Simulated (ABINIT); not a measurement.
# Excitons of InP (F-43m) on ever denser meshes

Aim: follow the lowest exciton of InP (F-43m) as the mesh is refined.

Program: ABINIT 10.8.3. Level of theory: PBE and many-body steps on it, plane waves. Results are calculated unless marked as measured.

The database entry behind the starting cell differs from later determinations by our own check (0.1 to 0.3 % short, probably kX units), so it need not match the best structure at ambient conditions.

## 1. The starting structure

It takes space group F-43m (No. 216, cubic). Conventional cell: a = 5.861 Å, b = 5.861 Å, c = 5.861 Å, α = 90.00°, β = 90.00°, γ = 90.00°. In has 4 P at 2.54 Å nearest. Nearest to P lie 4 In at 2.54 Å. Farther neighbours are not listed.

Structure file:

```cif
data_structure
_symmetry_space_group_name_H-M 'P 1'
_symmetry_Int_Tables_number 1
_cell_length_a 4.1444
_cell_length_b 4.1444
_cell_length_c 4.1444
_cell_angle_alpha 60.000
_cell_angle_beta 60.000
_cell_angle_gamma 60.000
_cell_volume 50.33
loop_
_atom_site_label
_atom_site_type_symbol
_atom_site_fract_x
_atom_site_fract_y
_atom_site_fract_z
_atom_site_occupancy
In1 In 0.00000 0.00000 0.00000 1
P2 P 0.25000 0.25000 0.25000 1
```

The cell and positions come from the Crystallography Open Database and are kept as given unless a step says otherwise.

## 2. Empty states on the mesh, 4×4×4 mesh, 135 bands

This step: ABINIT 10.8.3; DFT, PBE, plane waves, norm-conserving pseudopotentials.

The sums over transitions need many empty states on a uniform mesh; this step solves for them.

Contents of run.abi:

```
acell 3*1.0 Angstrom
rprim 
  -0.000000000000 2.930500000000 2.930500000000
  2.930500000000 -0.000000000000 2.930500000000
  2.930500000000 2.930500000000 -0.000000000000
ntypat 2
znucl 49 15
natom 2
typat 1 2
xred 
  0.000000000000 0.000000000000 0.000000000000
  0.250000000000 0.250000000000 0.250000000000
pp_dirpath "pseudos"
pseudos "In.upf, P.upf"
ecut 33
ngkpt 4 4 4
nshiftk 1
shiftk 0 0 0
kptopt 1
chksymbreak 0
irdden 1
istwfk *1
nband 135
prtvol 0
optdriver 6
gwr_task "HDIAGO"
paral_kgb 0
occopt 1
indata_prefix "in"
outdata_prefix "out"
tmpdata_prefix "tmp"
```

The run is started by

```console
$ OMP_NUM_THREADS=1 mpirun -n 4 abinit run.abi > log
```

Numbers of over 12 decimals in the logs are rounded to 6 here.

Output:

```text
.Version 10.8.3 of ABINIT. v10.8.2 released Aug 2026.

 Symmetries : space group F-4 3 m (#216); Bravais cF (face-center cubic)
[... echo of the input left out ...]
== DATASET  1 ==================================================================
-   mpi_nproc: 4, omp_nthreads: 1 (-1 if OMP is not activated)

--- !DatasetInfo
iteration_state: {dtset: 1, }
dimensions: {natom: 2, nkpt: 8, mband: 135, nsppol: 1, nspinor: 1, nspden: 1, mpw: 3119, }
cutoff_energies: {ecut:  33.0, pawecutdg:  -1.0, }
[...]
Direct band gap semiconductor
 Fundamental gap:     0.709 (eV)
   VBM:     4.964 (eV) at k: [ 0.0000E+00,  0.0000E+00,  0.0000E+00]
   CBM:     5.673 (eV) at k: [ 0.0000E+00,  0.0000E+00,  0.0000E+00]
 Direct gap:         0.709 (eV) at k: [ 0.0000E+00,  0.0000E+00,  0.0000E+00]

== END DATASET(S) ==============================================================
================================================================================

 -outvars: echo values of variables after computation  --------
           etotal      0.0000000000E+00
            nband         135
             nkpt           8
          spgroup         216
 [... the other variables as echoed above ...]

 Calculation completed.
```

It took 44 s on 4 MPI ranks of Arm Neoverse V2, shared host; peak memory 2.3 GiB.

This step gave:

- gap: 0.7091 eV
- k of the valence top: 0, 0, 0
- k of the conduction bottom: 0, 0, 0
- least direct gap: 0.7091 eV
- k points computed: 8
- lowest point of the top converged band, above the valence top: 89.2566 eV

On this mesh the gap is 0.709 eV.

The density comes from a self-consistent run that is not shown.

## 3. Screening, 4×4×4 mesh, 127 bands, screening to 163.3 eV

The RPA dielectric matrix is built and inverted for each q.

This step: RPA screening on PBE, plane waves, norm-conserving pseudopotentials.

Edit run.abi of step 2 so:

```diff
@@ -20,10 +20,11 @@
 chksymbreak 0
-irdden 1
 istwfk *1
-nband 135
-prtvol 0
-optdriver 6
-gwr_task "HDIAGO"
-paral_kgb 0
 occopt 1
+irdwfk 1
+optdriver 3
+nband 127
+ecuteps 6
+inclvkb 2
+awtr 1
+symchi 1
 indata_prefix "in"
```

Output:

```text
.Version 10.8.3 of ABINIT. v10.8.2 released Aug 2026.

 Symmetries : space group F-4 3 m (#216); Bravais cF (face-center cubic)
[... echo of the input left out ...]
== DATASET  1 ==================================================================
-   mpi_nproc: 4, omp_nthreads: 1 (-1 if OMP is not activated)

--- !DatasetInfo
iteration_state: {dtset: 1, }
dimensions: {natom: 2, nkpt: 8, mband: 127, nsppol: 1, nspinor: 1, nspden: 1, mpw: 3119, }
cutoff_energies: {ecut:  33.0, pawecutdg:  -1.0, }
[...]
--------------------------------------------------------------------------------
[... chi0 elements left out ...]
 For q-point:  0.000010 0.000020 0.000030
  dielectric constant =  44.4578
  dielectric constant without local fields =  46.9354

  Average fulfillment of the sum rule on Im[epsilon] for q-point    1 :     67.31  [%]
[... wings left out ...]
  q-point number  2        q = ( 0.250000, 0.000000, 0.000000) [r.l.u.]
--------------------------------------------------------------------------------
[... chi0 elements left out ...]
  Average fulfillment of the sum rule on Im[epsilon] for q-point    2 :     78.77  [%]

 [... 6 further q-points ...]
```

The job ended after 35 s (4 MPI ranks; peak memory 0.94 GiB).

Numbers from this step:

| Property | Result |
| --- | --- |
| ε∞ with local fields, on this mesh, along the program's q direction | 44.46 |
| the same without local fields | 46.94 |
| plasma frequency | 26.69 eV |
| plane waves in the screening matrix | 259 |

Local fields lower ε∞ by 5 %. On a Γ-centred mesh this coarse the value itself is usually too large, while a short band sum pulls it down.

## 4. Self-energy, 4×4×4 mesh, 127 bands, screening to 163.3 eV

The self-energy is evaluated for the states that the input lists, and the levels follow from it, in one-shot runs by the linearised quasiparticle equation.

This step: G0W0 on PBE, plane waves, norm-conserving pseudopotentials.

Edit run.abi of step 3 so:

```diff
@@ -23,8 +23,15 @@
 irdwfk 1
-optdriver 3
+optdriver 4
 nband 127
+gwcalctyp 0
+ecutsigx 33
+symsigma 1
+nkptgw 1
+kptgw 
+  0.0000000000 0.0000000000 0.0000000000
+bdgw 
+  11 17
 ecuteps 6
-inclvkb 2
-awtr 1
-symchi 1
+irdscr 1
+ppmodel 1
 indata_prefix "in"
```

Output:

```text
.Version 10.8.3 of ABINIT. v10.8.2 released Aug 2026.

 Symmetries : space group F-4 3 m (#216); Bravais cF (face-center cubic)
[... echo of the input left out ...]
== DATASET  1 ==================================================================
-   mpi_nproc: 4, omp_nthreads: 1 (-1 if OMP is not activated)

--- !DatasetInfo
iteration_state: {dtset: 1, }
dimensions: {natom: 2, nkpt: 8, mband: 127, nsppol: 1, nspinor: 1, nspden: 1, mpw: 3119, }
cutoff_energies: {ecut:  33.0, pawecutdg:  -1.0, }
[...]
15   9.052 -10.790  -6.317  -4.252   0.795  -0.258 -10.614   0.176   9.227
       16   9.052 -10.790  -6.317  -4.252   0.795  -0.258 -10.614   0.176   9.227
       17   9.052 -10.790  -6.317  -4.252   0.795  -0.258 -10.614   0.176   9.227

== END DATASET(S) ==============================================================
================================================================================

 -outvars: echo values of variables after computation  --------
           etotal      0.0000000000E+00
            nband         127
             nkpt           8
          spgroup         216
 [... the other variables as echoed above ...]

 Calculation completed.
```

Wall time 7.4 s (4 MPI ranks); peak memory 0.82 GiB; 29 s of CPU time.

This step gave:

```
G0W0 gap on the points computed              : 1.369 eV
starting gap on the mesh                     : 0.7091 eV
k of the valence top                         : 0, 0, 0
k of the conduction bottom                   : 0, 0, 0
least direct G0W0 gap on the computed points : 1.369 eV
```

The gap on the mesh goes from 0.71 eV to 1.37 eV, a correction of +0.66 eV.

The gap opens by 0.660 eV; the next steps shift the empty bands rigidly by 0.660 eV.

## 5. Dielectric constant by perturbation theory

The response to a uniform field gives ε∞, a yardstick for the screening that GW builds on its mesh.

This step: DFT, PBE, linear response to an electric field, plane waves, norm-conserving pseudopotentials.

Contents of run.abi:

```
acell 3*1.0 Angstrom
rprim 
  -0.000000000000 2.930500000000 2.930500000000
  2.930500000000 -0.000000000000 2.930500000000
  2.930500000000 2.930500000000 -0.000000000000
ntypat 2
znucl 49 15
natom 2
typat 1 2
xred 
  0.000000000000 0.000000000000 0.000000000000
  0.250000000000 0.250000000000 0.250000000000
pp_dirpath "pseudos"
pseudos "In.upf, P.upf"
ecut 33
ngkpt 8 8 8
nshiftk 1
shiftk 0.5 0.5 0.5
chksymbreak 0
ndtset 3
nband 13
occopt 1
istwfk *1
nstep 60
tolwfr1 1e-18
iscf2 -3
rfelfd2 2
kptopt2 2
getwfk2 1
tolwfr2 1e-18
rfelfd3 3
kptopt3 2
getwfk3 1
getddk3 2
tolvrs3 1e-08
rfdir 1 1 1
nqpt2 1
nqpt3 1
qpt 0 0 0
prtwf3 0
prtden 0
optforces1 0
optstress1 0
kptopt1 1
indata_prefix "in"
outdata_prefix "out"
tmpdata_prefix "tmp"
```

Output:

```text
.Version 10.8.3 of ABINIT. v10.8.2 released Aug 2026.

 DATASET    1 : space group F-4 3 m (#216); Bravais cF (face-center cubic)
[... echo of the input left out ...]
== DATASET  1 ==================================================================
-   mpi_nproc: 4, omp_nthreads: 1 (-1 if OMP is not activated)

--- !DatasetInfo
iteration_state: {dtset: 1, }
dimensions: {natom: 2, nkpt: 60, mband: 13, nsppol: 1, nspinor: 1, nspden: 1, mpw: 3089, }
cutoff_energies: {ecut:  33.0, pawecutdg:  -1.0, }
[...]
(from electric field response)
   if specified in the inputs, charge neutrality has been imposed
     j1       j2             matrix element
  dir pert dir pert     real part    imaginary part

[...]
2    2   3    4        -0.0000000000         0.0000000000
   3    2   3    4        -2.5505777540         0.0000000000

== END DATASET(S) ==============================================================
================================================================================

 -outvars: echo values of variables after computation  --------
          spgroup         216
 [... the other variables as echoed above ...]

 Calculation completed.
```

Wall time 9.9 min (4 MPI ranks); peak memory 0.85 GiB.

The field response gives a mean ε∞ of 11.27, which the model screening below takes as its input.

## 6. Excitons

Optical absorption needs the electron-hole interaction, solved here in a basis of vertical transitions on the mesh.

This step: Bethe-Salpeter equation on PBE with a scissors shift, plane waves, norm-conserving pseudopotentials.

Contents of run.abi:

```
acell 3*1.0 Angstrom
rprim 
  -0.000000000000 2.930500000000 2.930500000000
  2.930500000000 -0.000000000000 2.930500000000
  2.930500000000 2.930500000000 -0.000000000000
ntypat 2
znucl 49 15
natom 2
typat 1 2
xred 
  0.000000000000 0.000000000000 0.000000000000
  0.250000000000 0.250000000000 0.250000000000
pp_dirpath "pseudos"
pseudos "In.upf, P.upf"
ecut 33
ngkpt 4 4 4
nshiftk 1
shiftk 0 0 0
kptopt 1
chksymbreak 0
istwfk *1
occopt 1
irdwfk 1
optdriver 99
bs_calctype 1
mbpt_sciss 0.660 eV
bs_loband 11
nband 15
bs_exchange_term 1
bs_coulomb_term 11
bs_coupling 0
bs_algorithm 1
bs_freq_mesh 0 4 0.05 eV
zcut 0.1 eV
ecuteps 3
ecutwfn 16.5
inclvkb 2
irdscr 1
indata_prefix "in"
outdata_prefix "out"
tmpdata_prefix "tmp"
```

Output:

```text
.Version 10.8.3 of ABINIT. v10.8.2 released Aug 2026.

 Symmetries : space group F-4 3 m (#216); Bravais cF (face-center cubic)
[... echo of the input left out ...]
== DATASET  1 ==================================================================
-   mpi_nproc: 4, omp_nthreads: 1 (-1 if OMP is not activated)

--- !DatasetInfo
iteration_state: {dtset: 1, }
dimensions: {natom: 2, nkpt: 8, mband: 15, nsppol: 1, nspinor: 1, nspden: 1, mpw: 1106, }
cutoff_energies: {ecut:  16.5, pawecutdg:  -1.0, }
electrons: {nelect:   2.60000000E+01, charge:   0.00000000E+00, occopt:   1.00000000E+00, tsmear:   1.00000000E-02, }

 Exciton: Calculation of dielectric properties by solving the Bethe-Salpeter equation
 in frequency domain and reciprocal space on a transitions basis set.
 Based on a program developed by L. Reining, V. Olevano, F. Sottile,
 S. Albrecht, and G. Onida. Incorporated in ABINIT by M. Giantomassi.

.Using double precision arithmetic ; gwpc =  8

[... cell and pseudopotentials left out ...]
--------------------------------------------------------------------------------

 ==== K-mesh for the wavefunctions ====
 Number of points in the irreducible wedge :     8
[... list of points left out ...]
 Together with 24 symmetry operations and time-reversal symmetry
 yields    64 points in the full Brillouin Zone.

 ==== Q-mesh for the screening function ====
 Number of points in the irreducible wedge :     8
[... list of points left out ...]
 Together with 24 symmetry operations and time-reversal symmetry
 yields    64 points in the full Brillouin Zone.

 vcoul_init : cutoff-mode = AUXILIARY_FUNCTION
 q-points for optical limit:   1
     1)      0.000010    0.000020    0.000030
 setmesh: FFT mesh size selected  =    20x   20x   20
          total number of points  =         8000

 ==== Fundamental parameters for the solution of the Bethe-Salpeter equation: ====
 Algorithm: Direct diagonalization.
 Dimension of the v, W matrices,  npweps  = 65
 Cutoff for the wavefunctions,    npwwfn  = 1067
 Number of k-points in the IBZ,   nkibz   = 8
 Highest empty band included,     nband   = 15
 === Spin UP ===
 Number of resonant transitions          384
 Lowest occupied state                   11
 Highest occupied state                  13
 Lowest unoccupied state                 14
 Highest unoccupied state                15
 Minimum frequency [eV]           Emin    =   0.00
 Maximum frequency [eV]           Emax    =   4.00
 Frequency step [eV]              dE      =   0.05
 Lorentzian broadening [eV]       eta     =   0.10
 RPA L0 with KS energies and KS wavefunctions
 Scissors operator energy [eV] =          0.66
 Local fields effects (v term) included
 Excitonic effects (W term) included
 Full W_GG' included
 W is read from an external SCR file
 Resonant-only calculation (Hermitian case)

 Calculating epsilon_Macro(q-->0,w), along the following directions:
 q = (  1.017724  0.000000  0.000000) [r.l.u.]
 q = (  0.000000  1.017724  0.000000) [r.l.u.]
 q = (  0.000000  0.000000  1.017724) [r.l.u.]
 q = (  0.000000  0.881375  0.881375) [r.l.u.]
 q = (  0.881375  0.000000  0.881375) [r.l.u.]
 q = (  0.881375  0.881375  0.000000) [r.l.u.]
 Number of electrons calculated from density =   25.8975; Expected =   26.0000
 average of density, n =  0.076244
 r_s =    1.4630
 omega_plasma =   26.6354 [eV]

. Writing resonant excitonic Hamiltonian on file out_BSR; file size=   0.00 [Gb].
 Direct diagonalization of the resonant excitonic Hamiltonian, Matrix size= 384
. Using LAPACK sequential version.
 Excitonic eigenvalues in eV up to n=   32
   1.31923   1.31985   1.32027   2.87689   2.88576   2.88606   2.92660   2.93326
   2.93399   2.95526   2.95552   2.97480   2.97501   2.97512   2.97537   2.97540
   2.97567   2.97756   2.97758   3.07670   3.07717   3.09414   3.09491   3.09505
   3.09589   3.09665   3.09683   4.47833   4.48077   4.48142   4.49636   4.49795

 First excitonic eigenvalue=    1.32 [eV]
 Last  excitonic eigenvalue=   11.16 [eV]

 GW  direct gap       1.37  0.00 [eV]
 EXC direct gap       1.32  0.00 [eV]
 EXC binding energy   0.05  0.00 [eV]

 Excitonic eigenvalues up to the GW energy gap [eV]
  1 (  1.32  0.00)
  2 (  1.32  0.00)
  3 (  1.32  0.00)

 Macroscopic dielectric function:
 omega [eV] <KS_RPA_nlf>  <GW_RPA_nlf>  <BSE>
   0.0000  45.0460   0.0000  28.1875   0.0000  30.8120   0.0000
   0.0500  45.1874   0.6155  28.2104   0.0935  30.8404   0.1161
   0.1000  45.6186   1.2656  28.2794   0.1884  30.9259   0.2341
   0.1500  46.3607   1.9899  28.3954   0.2860  31.0700   0.3559
   0.2000  47.4518   2.8393  28.5602   0.3880  31.2749   0.4835
   0.2500  48.9509   3.8853  28.7763   0.4961  31.5438   0.6193
   0.3000  50.9445   5.2364  29.0468   0.6122  31.8812   0.7660
   0.3500  53.5556   7.0679  29.3761   0.7386  32.2929   0.9269
   0.4000  56.9526   9.6795  29.7697   0.8783  32.7864   1.1059
   0.4500  61.3456  13.6152  30.2345   1.0346  33.3711   1.3081

 Writing KS-RPA macroscopic dielectric function without local fields to file: out_RPA_NLF_MDF
 Writing GW-RPA macroscopic dielectric function without local fields to file: out_GW_NLF_MDF
 Writing EXC Macroscopic dielectric function to file: out_EXC_MDF

== END DATASET(S) ==============================================================
================================================================================

 -outvars: echo values of variables after computation  --------
           etotal      0.0000000000E+00
            nband          15
             nkpt           8
          spgroup         216
 [... the other variables as echoed above ...]

 Calculation completed.
```

Wall time 3.5 s (4 MPI ranks); peak memory 0.29 GiB.

Numbers from this step:

```
direct gap of the transition levels                            : 1.369 eV
transitions in the window                                      : 384
first strong exciton (over a fiftieth of the strongest listed) : 1.319 eV
lowest state                                                   : 1.319 eV
binding of the lowest state below the direct gap               : 0.04977 eV
Coulomb term of one mesh cell                                  : 0.06228 eV
```

The binding is 0.80 times the screened Coulomb term of one mesh cell (0.06 eV), so it is not shown settled.

The lowest state lies at 1.319 eV, 0.050 eV under the direct gap.

Lines within 3 meV are set at the lowest of them, and the highest group, which the list may cut short, is left out. Lines of the exciton spectrum (strongest = 100):

| position (eV) | lines merged | oscillator strength, relative |
| --- | --- | --- |
| 1.319 | 3 | 100 |
| 2.877 | 1 | 25 |
| 2.886 | 2 | 44 |
| 2.927 | 1 | 0.0 |
| 2.933 | 2 | 0.6 |
| 2.955 | 2 | 0.3 |

Mean over the three Cartesian directions of q; broadening 0.1 eV; transition window only. Limits: finite bands, cutoff and mesh; no spin-orbit coupling; coarse k mesh; exciton not shown settled in the k mesh. ε₂ against photon energy; read off at these points:

| photon energy (eV) | BSE | no electron-hole interaction | Kohn-Sham, no shift |
| --- | --- | --- | --- |
| 0.00 | 0 | 0 | 0 |
| 0.10 | 0.234 | 0.188 | 1.27 |
| 0.20 | 0.484 | 0.388 | 2.84 |
| 0.30 | 0.767 | 0.612 | 5.24 |
| 0.45 | 1.31 | 1.03 | 13.6 |
| 0.55 | 1.81 | 1.42 | 30.7 |
| 0.65 | 2.51 | 1.94 | 81.2 |
| 0.75 | 3.57 | 2.69 | 94.0 |
| 0.85 | 5.28 | 3.88 | 36.7 |
| 0.95 | 8.40 | 5.91 | 16.2 |
| 1.05 | 15.0 | 9.87 | 8.86 |
| 1.15 | 31.9 | 19.1 | 5.66 |
| 1.30 | 119 | 74.7 | 3.58 |
| 1.40 | 75.4 | 101 | 2.97 |
| 1.50 | 29.4 | 40.8 | 2.70 |
| 1.60 | 14.4 | 17.7 | 2.67 |
| 1.70 | 8.55 | 9.63 | 2.89 |
| 1.80 | 5.84 | 6.15 | 3.41 |
| 1.90 | 4.46 | 4.42 | 4.42 |
| 2.05 | 3.56 | 3.21 | 8.13 |
| 2.15 | 3.44 | 2.89 | 15.0 |
| 2.25 | 3.66 | 2.82 | 34.9 |
| 2.35 | 4.30 | 3.00 | 72.4 |
| 2.45 | 5.62 | 3.47 | 59.5 |
| 2.55 | 8.35 | 4.41 | 30.7 |
| 2.65 | 14.7 | 6.26 | 13.6 |
| 2.80 | 52.8 | 14.1 | 6.04 |
| 2.90 | 86.4 | 31.8 | 4.26 |
| 3.00 | 43.4 | 70.5 | 3.34 |
| 3.10 | 25.8 | 61.5 | 2.88 |
| 3.20 | 12.9 | 33.6 | 2.70 |
| 3.30 | 7.23 | 14.7 | 2.75 |
| 3.40 | 4.82 | 8.03 | 3.06 |
| 3.50 | 3.62 | 5.24 | 3.72 |
| 3.65 | 2.79 | 3.47 | 6.25 |
| 3.75 | 2.59 | 2.96 | 11.0 |
| 3.85 | 2.61 | 2.76 | 23.6 |
| 3.95 | 2.85 | 2.78 | 34.9 |

[end of part 1 of 3]

[Paths, hosts, dates, memory and timing lines, banners, echoed tables and standing remarks are left out of the program output.]

[Logs are printed without paths, hosts, clocks, repeated set-up lines and the standing remarks that a program may print on its own settings, such as how far it seeks lower states.]

[Runs of the session that timed out or met a known fault of the program may be left out.]

[Hosts, paths, dates, database ids (printed as entryN), source tags and the programs' standing remarks are cut or masked in the printed files.]

[G0W0 gaps are taken among the corrected bands and points alone; a level outside them can change the order at an edge.]

[Where Ansatz stands beside ABINIT at settings called matched, ABINIT's density can come from a denser mesh and the files from another edition; pairs whose starting gaps differed by over 0.03 eV were left out, so agreement reads better than it is.]
